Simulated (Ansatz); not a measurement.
**Ta: an axial (c/a) deformation path**

An exercise on one series of results from a longer session: the logs are not shown, and one member is left open.

This is Ta in the hcp structure; at room conditions it is bcc.

Computed with Ansatz 0.2.0 (DFT PBE, scalar-relativistic, plane waves, PAW, unless a step's input says otherwise).

1 further run of the same task is left out (set aside as unsound or not needed).

### The structure to begin with

The structure is hexagonal, space group P6_3/mmc (No. 194). Conventional cell: a = 2.900 Å, b = 2.900 Å, c = 5.166 Å, α = 90.00°, β = 90.00°, γ = 120.00°. Ta (site symmetry -6m2) is surrounded by 12 Ta at 2.90 to 3.08 Å.

Structure file:

```
Ta
1.0
     2.90037    0.00000    0.00000
    -1.45019    2.51180    0.00000
     0.00000    0.00000    5.16627
Ta
2
Direct
  0.66667 0.33333 0.75000
  0.33333 0.66667 0.25000
```

The structure comes from the Materials Project (structure only).

The first run:

File input.yaml:

```yaml
crystal:
  lattice:
    - [2.9003720726, 0.0, 0.0]
    - [-1.4501860363, 2.5117958953, 0.0]
    - [0.0, 0.0, 5.166274]
  atoms:
    - { symbol: Ta, position: [0.66666667, 0.33333333, 0.75] }
    - { symbol: Ta, position: [0.33333333, 0.66666667, 0.25] }
basis:
  ecutwfc: 420
kpoints:
  mp_grid: { grid: [9, 9, 4] }
hamiltonian:
  xc: pbe
scf:
  occupations: { method: gaussian, width: 0.1 }
output:
  forces: true
  stress: true
  eigenvalues: true
```

Among the steps run: Probe: one point at the start; Zero of the scan; At ρ = 0.850; ρ = 1.200; At ρ = 0.920; At ρ = 1.100; Point ρ = 0.960; At ρ = 1.050; ρ = 0.800; At ρ = 1.300.

One table of the session follows, with a row left open; its other results are not shown here.

It belongs to the step «The scan collected». Collected from the runs (energy zero: the undisturbed cell):

```
    ρ  ΔE (meV/atom)  pressure (GPa)
0.800          166.3             0.8
0.850          113.7            -0.3
0.920           39.5            -0.9
0.960            9.7            -1.0
1.000            0.0            -0.8
1.050           23.4             0.2
1.100           84.9             1.9
1.200              ?               ?
1.300          649.1            15.6
```

Estimate the missing values for ρ = 1.200.

Worked estimate for «ΔE (meV/atom)». A straight line through the neighbours (1.100, 84.9) and (1.300, 649.1) gives 84.9 + (649.1 − 84.9) × (1.200 − 1.100) / (1.300 − 1.100) = 367.0; a parabola fitted to 3 rows on both sides gives 303.4.

The run gave: ΔE (meV/atom): 309.0; pressure (GPa): 7.1. In «ΔE (meV/atom)» the line misses by +58.0 and the parabola by -5.6.
